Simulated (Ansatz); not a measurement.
Crystal: CuO.

```
Cu O
1.0
     4.16094    0.00000    0.00000
     0.00000    4.16094    0.00000
     0.00000    0.00000    3.88764
Cu O
3 3
Direct
  0.97755 0.98817 0.96033
  0.03967 0.52611 0.51817
  0.48116 0.99342 0.50592
  0.01104 0.50282 0.97548
  0.46136 0.98875 0.98674
  0.02922 0.00073 0.55336
```

The cell comes from a database or a generator and needn't be the stable form of this composition.

The cell isn't the ideal one: all atoms moved at random, sigma 0.1 Å a component.

Below is the output of Ansatz 0.2.0 for this cell. Logs are shortened: lines on timing, memory, paths and dates and some standing lists are left out, and cuts for length are marked.

```text
Warning: RAYON_NUM_THREADS=2 ignored (pool sized by the plan → 2); use --threads N
Engine: ansatz 0.2.0, aarch64-unknown-linux-gnu
Pseudopotentials: kind: nc
Pseudopotential: Cu, nc, valence charge 19, recommended cutoff 1251.723767 eV (normal), Cu.nc.azcp
Pseudopotential: O, nc, valence charge 6, recommended cutoff 1240 eV (normal), O.nc.azcp
Functional definition: PBE
  parameter kappa = 0.804
  parameter beta = 0.06672455060314922
  exchange = pbe_x(kappa = kappa, mu = beta*pi^2/3)
  correlation = pbe_c(beta = beta)
Crystal: 6 atoms, lattice volume = 67.308 Å³
Basis set: ecut = 1251.723767 eV, 6751 PW (Γ), exchange–correlation on 100×100×90 points (8 copies of the dense FFT grid, shifted against one another)
Bands: 45, of which v1, the nominal top of the filled ones, is band 38 counted from 1 (37 counted from 0)
Symmetry: 1 space group operations
Space group: P1 (ITA 1), of the structure as read, at distance tolerance 4.1e-5 Å
k-points: 172 of 343 (time reversal used)
Non-local potential: Cu, projectors of the file, l = 0: 2, l = 1: 2, l = 2: 2, l = 3: 1
Non-local potential: O, projectors of the file, l = 0: 2, l = 1: 2, l = 2: 1
Initial density: superposition of atomic densities (chi_scale 0.1, normalization cell, long waves kept (reshape's long-wave potential 0.03 eV rms))
Initial wavefunctions: pseudopotential atomic-orbital guess
Functional: x = pbe(κ = 0.804, μ = 0.2195149727645171), c = pbe(β = 0.06672455060314922)
[... 11 lines left out ...]
SCF converged after 9 iterations
Free energy (F): -16875.991843 eV
Harris-Foulkes:  -16875.991843 eV  (|F-HF|=5.13e-9)
Internal energy: -16875.959604 eV  (E = F + TS)
E sigma→0 (E₀):  -16875.975723 eV
Entropy (-TS):   -0.032239 eV (-5.373 meV/atom)
Fermi energy:    10.423854 eV
--- Per-component energies (eV) ---
  E_band       = -1403.562787
  E_kinetic    = 8082.032934
  E_local      = -16932.363263  (includes V_loc(G=0)·N_el)
  E_nonlocal   = -2990.517274
  E_hartree    = 6397.616766
  E_xc         = -2286.953897
  E_vxc        = -2357.947588  (∫ρ·V_xc dr)
  E_ewald      = -9145.774871
  E_smearing   = -0.032239  (= −TS)
  E_closure    = 0.000000  (closes the sum)
  Σ components = -16875.991843   (vs F -16875.991843, Δ=0.00e0)
--- Forces (eV/Å), atoms counted from 1 ---
  atom   1  Cu    -1.45245364     0.39305732     9.88734979
  atom   2  Cu    -0.06440471    -1.08614267    -2.69403534
  atom   3  Cu     1.52648912     0.14504925    -1.40114506
  atom   4  O     -0.35700618    -0.46009358     2.48458146
  atom   5  O      1.15198016     0.11500349     1.34033287
  atom   6  O     -0.80461009     0.89312757    -9.61707311
  max |Σ_I F_I| component: 1.06e-5 eV/Å
--- Stress (GPa, compression-positive) ---
        9.711553       0.285057      -4.705905
        0.285057       7.307964      -1.110000
       -4.705905      -1.110000      32.353926
  P = ⅓ Tr σ = 16.4578 GPa (164.578 kbar)
--- Band table (eV; the first three rows and the last of 172) ---
  k-point 0: bands = ["-102.5489", "-101.8116", "-101.8061", "-60.2238", "-59.8310", "-59.8160", "-59.3567", "-59.3199", "-59.2783", "-59.2586", "-58.9996", "-58.9941", "-10.1293", "-7.5610", "-7.0586", "3.6559", "3.7690", "3.7724", "6.3414", "6.5426", "6.6837", "6.9090", "7.2419", "7.4460", "7.5103", "7.7340", "7.8332", "8.0341", "8.1504", "8.2500", "8.3784", "8.4809", "8.6895", "8.7736", "8.9678", "9.0325", "9.1682", "9.3270", "9.4213", "11.5791", "16.3145", "17.7337", "19.0169", "19.1993", "21.2741"]
  k-point 1: bands = ["-102.5489", "-101.8116", "-101.8061", "-60.2238", "-59.8309", "-59.8160", "-59.3567", "-59.3199", "-59.2783", "-59.2587", "-58.9996", "-58.9941", "-10.0779", "-7.5575", "-7.0199", "3.4038", "3.7727", "3.8262", "5.8251", "6.1721", "6.3782", "6.5231", "7.2834", "7.4384", "7.6778", "7.7554", "7.8779", "7.9725", "8.0850", "8.1541", "8.4161", "8.6303", "8.7644", "8.8862", "9.1042", "9.2869", "9.3962", "9.4959", "9.6550", "12.2350", "16.5398", "18.0877", "18.7947", "18.9933", "20.6495"]
  k-point 2: bands = ["-102.5489", "-101.8116", "-101.8061", "-60.2239", "-59.8309", "-59.8160", "-59.3568", "-59.3200", "-59.2784", "-59.2587", "-58.9996", "-58.9941", "-9.9565", "-7.5554", "-6.9305", "3.0091", "3.7886", "3.8533", "4.9301", "5.3960", "5.9402", "6.0399", "7.3254", "7.4229", "7.5403", "7.6204", "7.8996", "7.9416", "8.1622", "8.3531", "8.5180", "8.8280", "8.9061", "9.1102", "9.2700", "9.5271", "9.8458", "9.8679", "10.1424", "13.6286", "16.9248", "18.2455", "18.3386", "19.2956", "19.9253"]
  k-point 171: bands = ["-102.5489", "-101.8116", "-101.8062", "-60.2238", "-59.8309", "-59.8160", "-59.3567", "-59.3199", "-59.2791", "-59.2579", "-59.0015", "-58.9925", "-9.9069", "-7.3907", "-7.1988", "3.0143", "3.5057", "3.7024", "5.0152", "5.7871", "5.9247", "6.2604", "6.5270", "7.4532", "7.5787", "7.7885", "7.9616", "8.1477", "8.2528", "8.3001", "8.4274", "8.6397", "8.9164", "9.2536", "9.3377", "9.5605", "9.9168", "10.1881", "10.4506", "13.9052", "15.0477", "17.6539", "18.6828", "20.8463", "21.6593"]
```

Task: What input gives this log?

Result: Single point with PBE, no spin polarisation. The files as run (others can give the same):

input.yaml
```yaml
crystal:
  lattice:
    - [4.160937, 0.0, 0.0]
    - [0.0, 4.160937, 0.0]
    - [0.0, 0.0, 3.887643]
  atoms:
    - { symbol: Cu, position: [0.97755288, 0.9881666, 0.96033058] }
    - { symbol: Cu, position: [0.03966959, 0.52611003, 0.51816729] }
    - { symbol: Cu, position: [0.48115974, 0.99341849, 0.50592346] }
    - { symbol: O, position: [0.0110367, 0.50281741, 0.97548] }
    - { symbol: O, position: [0.46135738, 0.9887535, 0.98674171] }
    - { symbol: O, position: [0.02922369, 0.00073396, 0.55335695] }
hamiltonian:
  xc: pbe
  pseudopotentials: { kind: nc }
kpoints:
  mp_grid: { grid: [7, 7, 7] }
scf:
  occupations: { method: fermi_dirac, width: 0.05 }
output:
  forces: true
  stress: true
  eigenvalues: true
```

Potentials or basis: Ansatz NC.
The run is started by
```sh
$ ansatz run input.yaml --threads 2 --pin off --max-ram 5632MiB --backend cpu --events-out ev --progress --plain --runs-dir out
```

Caveat: an odd number of electrons without spin polarisation forces a metal; a magnetic or distorted state may lie lower; the run has no spin polarisation, though such a crystal can be magnetic; semilocal functionals often make such compounds metallic where correlation or magnetic order opens a gap, which also shifts bond lengths.
